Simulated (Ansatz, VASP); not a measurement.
## KI in VASP and in Ansatz

The input INCAR:

```
SYSTEM = KI
PREC = Accurate ; ENCUT = 520
EDIFF = 1E-7 ; ISMEAR = -1
SIGMA = 0.05 ; LREAL = .FALSE.
LASPH = .TRUE. ; NELM = 60
ALGO = Normal ; ISIF = 2
LWAVE = .FALSE. ; LCHARG = .FALSE.
GGA = PE ; IBRION = 2
NSW = 40 ; EDIFFG = -0.02
```

File KPOINTS:

```
Automatic mesh
0
G
  7 7 7
  0 0 0
```

POSCAR

```
KI
1.0
    0.0000000000      3.5327750000      3.6740860000
    3.5327750000      0.0000000000      3.6740860000
    3.5327750000      3.5327750000      0.0000000000
I K
1 1
Direct
    0.5000000000      0.5000000000      0.5000000000
    0.0000000000      0.0000000000      0.0000000000
```

The input input.yaml:

```yaml
crystal:
  lattice:
    - [0.0, 3.532775, 3.674086]
    - [3.532775, 0.0, 3.674086]
    - [3.532775, 3.532775, 0.0]
  atoms:
    - { symbol: I, position: [0.5, 0.5, 0.5] }
    - { symbol: K, position: [0.0, 0.0, 0.0] }
hamiltonian:
  xc: pbe
  pseudopotentials: { kind: paw }
kpoints:
  mp_grid: { grid: [7, 7, 7] }
scf:
  occupations: { method: fermi_dirac, width: 0.05 }
output:
  forces: true
  stress: true
  eigenvalues: true
relax:
  f_tol: 0.01
  max_steps: 40
```

Change from the starting cell: strain = 0.04.

Alike in both runs: task relaxation of the atoms; functional PBE; k mesh 7 × 7 × 7; occupations fermi-dirac, width 0.05 eV; no spin polarisation.

```csv
,VASP,Ansatz
version,VASP 6.6.1,Ansatz 0.2.0
potentials or method,"VASP PAW PBE potentials, release 64 (I, K_sv)",Ansatz PAW
plane-wave cutoff (eV),520,420
valence electrons in the cell,16,26
```

```tsv
	VASP	Ansatz	Ansatz less VASP
gap on the k mesh at the Fermi level, each at its own relaxed structure (eV)	3.87	3.88	+0.004
```

The two sets of potentials don't hold the same shells in valence.

Caveats: the relaxation stopped at its first step, so nothing moved; spin-orbit coupling is left out, which moves the levels of the heavy elements; an odd mesh through Γ misses points on the zone boundary, where band edges often lie (VASP); odd divisions of the mesh miss points on the zone boundary, where band edges often lie, so the gap on the mesh can be too wide (Ansatz).
